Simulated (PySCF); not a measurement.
Molfile (atoms numbered from 1):
```
C3H5N2
     RDKit          3D

 10 10  0  0  0  0  0  0  0  0999 V2000
    0.0850   -1.1714    0.1546 C   0  0  0  0  0  0  0  0  0  0  0  0
   -1.0555   -0.4815   -0.1361 C   0  0  0  0  0  0  0  0  0  0  0  0
   -0.6936    0.8401   -0.2369 N   0  0  0  0  0  0  0  0  0  0  0  0
    0.6114    0.9739   -0.0196 C   0  0  0  0  0  0  0  0  0  0  0  0
    1.0950   -0.2422    0.2182 N   0  0  0  0  0  0  0  0  0  0  0  0
    0.2524   -2.2333    0.3170 H   0  0  0  0  0  0  0  0  0  0  0  0
   -2.0778   -0.8236   -0.2770 H   0  0  0  0  0  0  0  0  0  0  0  0
   -1.3239    1.6107   -0.4484 H   0  0  0  0  0  0  0  0  0  0  0  0
    1.1778    1.9035   -0.0336 H   0  0  0  0  0  0  0  0  0  0  0  0
    2.0717   -0.4436    0.4212 H   0  0  0  0  0  0  0  0  0  0  0  0
  1  2  2  0
  2  3  1  0
  3  4  2  0
  4  5  1  0
  5  1  1  0
  1  6  1  0
  2  7  1  0
  3  8  1  0
  4  9  1  0
  5 10  1  0
M  CHG  1   3   1
M  END
```

Geometry: PBE0-D3(BJ)/def2-SVP; GIAO shifts from PySCF, gas phase, non-relativistic, averaged over equivalent atoms.

At PBE0/pcSseg-1 (110 basis functions, 6.2 s wall time on 1 thread of an Arm Neoverse V1, shared host):
```json
{"atoms": "C4", "δ (ppm)": "135.8"}
{"atoms": "C1/C2", "δ (ppm)": "127.7"}
{"atoms": "N3/N5", "δ (ppm)": "195.6"}
{"atoms": "H8/H10", "δ (ppm)": "9.66"}
{"atoms": "H9", "δ (ppm)": "8.33"}
{"atoms": "H6/H7", "δ (ppm)": "7.89"}
```

δ = σ(ref) − σ, references computed at the same level: ¹³C (σ = 184.41 ppm), ¹H (σ = 31.27 ppm) vs TMS; ¹⁵N (σ = 265.67 ppm) against NH3.

Q: Estimate the result of repeating the calculation with WP04/pcSseg-2.

A: 
| atoms | δ at WP04/pcSseg-2 | change |
| --- | --- | --- |
| C4 | 139.7 | +3.9 |
| C1/C2 | 131.9 | +4.2 |
| N3/N5 | 189.1 | -6.5 |
| H8/H10 | 9.85 | +0.19 |
| H9 | 8.26 | -0.07 |
| H6/H7 | 7.74 | -0.15 |

References, each an isolated molecule treated in the same way: ¹³C (σ = 172.10 ppm), ¹H (σ = 31.61 ppm) vs TMS; ¹⁵N (σ = 244.72 ppm) vs NH3.

The largest change is at N3/N5 (nitrogen of a delocalised unit). Cost: 250 basis functions, 22 s wall time on 1 thread of an Arm Neoverse V1, shared host.

Experimental scales use liquid or dissolved standards, which lie at an offset from isolated NH3 (liquid NH3: subtract about 20 ppm). Unscaled 15N shifts of sp2 nitrogen come out 20 to 40 ppm too high even then.
